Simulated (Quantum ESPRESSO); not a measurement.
Wanted: the native input for a Quantum ESPRESSO 7.5 run.

* Task: single point
* Functional: PBE
* Potentials or basis: SSSP 1.3 efficiency PBE
* Cutoff: 748 eV
* Density cutoff: 5987 eV
* k mesh: 8 × 8 × 5
* Occupations: fermi-dirac, width 0.05 eV
* Spin: no spin polarisation
* Mixing beta: 0.5
* Most SCF iterations: 120
* SCF threshold: 8e-10 Ry

Crystal: ZrC.

```
CELL_PARAMETERS angstrom
-0.10312 -2.37340 -2.10894
0.06115 2.39212 -2.12766
5.09915 0.16427 0.04197
ATOMIC_POSITIONS crystal
Zr 0.50009 0.49850 0.00356
Zr 0.00368 0.00032 0.49668
C 0.49783 0.49888 0.50120
C 0.99840 0.00230 0.99856
```

These files were run (other wordings do the same):

pw.in

```
&CONTROL
  calculation = 'scf'
  prefix = 'pwscf'
  outdir = './tmp'
  pseudo_dir = './pseudo'
  tprnfor = .true.
  tstress = .true.
  disk_io = 'nowf'
/
&SYSTEM
  ibrav = 0
  nat = 4
  ntyp = 2
  ecutwfc = 55
  ecutrho = 440
  nbnd = 24
  occupations = 'smearing'
  smearing = 'fd'
  degauss = 0.00367493
/
&ELECTRONS
  conv_thr = 8d-10
  electron_maxstep = 120
  mixing_beta = 0.5
/
ATOMIC_SPECIES
Zr    91.2240 Zr_pbe_v1.uspp.F.UPF
C     12.0110 C.pbe-n-kjpaw_psl.1.0.0.UPF
CELL_PARAMETERS angstrom
  -0.1031204800   -2.3733996200   -2.1089410100
   0.0611475300    2.3921154200   -2.1276568100
   5.0991471400    0.1642680100    0.0419729600
ATOMIC_POSITIONS crystal
Zr     0.5000871300    0.4984999900    0.0035648300
Zr     0.0036826500    0.0003167500    0.4966766800
C      0.4978297400    0.4988815800    0.5012026700
C      0.9984004800    0.0023016900    0.9985558300
K_POINTS automatic
8 8 5 0 0 0
```

Potentials or basis: SSSP 1.3 efficiency PBE.

The run is started by

```console
$ OMP_NUM_THREADS=1 pw.x -in pw.in > pw.out
```

It gave:

| Property | Result |
| --- | --- |
| Pressure | 14.8 GPa |
| Largest force | 0.453 eV/Å |
| Band gap on the k mesh | none (metal or under the smearing width) |

Wall time 110 s on 1 thread of Intel(R) Xeon(R) Platinum 8488C (Sapphire Rapids), on a shared host, peak memory 0.38 GiB.
